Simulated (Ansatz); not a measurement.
## Energy, volume and coordination in Si₃Ge₂

These are results of DFT PBE, scalar-relativistic, plane waves, PAW in Ansatz 0.2.0, not measurements. Settings: cutoff 420 eV, Γ-centred meshes spaced at most about 0.3 Å⁻¹, and about 0.25 Å⁻¹ or finer for metals (2π included), Gaussian smearing. No spin polarisation.

All energies are static (0 K, no zero-point motion). Rows are sorted by volume; energies count from the lowest form computed. Coordination counts Ge atoms around Si (those within 1.25 times the shortest such distance or 1.15 times the sum of covalent radii; a plus sign parts nearer from farther groups; the shortest distance is added where it is long for a bond; a slash parts the counts of unlike sites). The table shows 7 of 11 forms computed.

```tsv
row	form	source	atoms	coordination	V (Å³/atom)	gap on mesh (eV)	ΔE (meV/atom)
1	P6_3/mmc	invented	10	Si 3 from 2.9 Å/2+12 from 4.6 Å	16.5	0	?
2	I4/mmm	invented	5	Si 2 from 3.6 Å/4 from 2.9 Å	16.7	0	455
3	P6_3/mmc	invented	10	Si 2 from 4.0 Å/3 from 2.8 Å	16.9	0	475
4	anti-tetradymite type, R-3m	invented	5	Si 3 from 2.7 Å/6	17.9	0	319
5	I4_1/amd	invented	10	Si 2/4	21.6	0.44	7
6	I4_1/amd	invented	10	Si 2/8+4 from 3.9 Å	21.7	0.51	3
7	Imma	invented	10	Si 1/2+4 from 3.9 Å	21.7	0.41	0
```

The cell of row 1:

```xyz
10
Lattice="2.8384 0.0000 0.0000 -1.4192 2.4581 0.0000 0.0000 0.0000 23.6925" Properties=species:S:1:pos:R:3 pbc="T T T"
Si    0.0000    1.6387    3.7884
Si    0.0000    1.6387    8.0579
Si    0.0000    1.6387   17.7694
Si    1.4192    0.8194    5.9231
Si    1.4192    0.8194   15.6346
Si    1.4192    0.8194   19.9042
Ge    0.0000    1.6387   22.3465
Ge    0.0000    1.6387   13.1923
Ge    1.4192    0.8194    1.3460
Ge    1.4192    0.8194   10.5002
```

Problem. How far above the lowest form does the open row lie?

Solution. 0.46 eV/atom, which puts it level, within the accuracy, with row 2 and below row 3. Counting Ge atoms around Si, row 1 has Si 3 from 2.9 Å/2+12 from 4.6 Å and the lowest form (row 7) has Si 1/2+4 from 3.9 Å.

An observed structure of this formula, if there is one, may be missing.

For metals, differences of a few meV/atom aren't resolved. No dispersion correction is applied, so the spacing and binding between layers, chains or molecules are poorly described (P6_3/mmc at 16.5 Å³/atom, P6_3/mmc at 16.9 Å³/atom), and this can change margins and order among such cells. Kohn–Sham gaps at this level usually fall short of measured ones. Cells relaxed within their symmetry can be saddle points. Some candidate types were left out of the draw beforehand, so a known form may be missing.

The forms fall into two groups: three roomy, gapped ones within 7 meV/atom of each other, and four denser, gapless ones at least 319 meV/atom higher. The volumes and gaps of the first group suggest diamond-like networks, in which four sp³ bonds per atom fill the bonding states and leave the antibonding ones empty. Close packing, evident in the cell of row 1, gives each atom more neighbours but longer, weaker contacts, and the directional bonding that opens the gap is lost. Density alone doesn't set the energy, since row 3 lies above the more compact rows 1 and 2.

The near-degeneracy of the roomy forms fits the chemistry of the pair: Si and Ge have the same valence shell, similar electronegativity and only a modest size mismatch, so exchanging them on the network costs little. Configurational entropy can then easily outweigh any ordering preference, in line with the well-known continuous solid solution. Without energies relative to elemental Si and Ge, the lowest form can't be called a stable ordered compound.
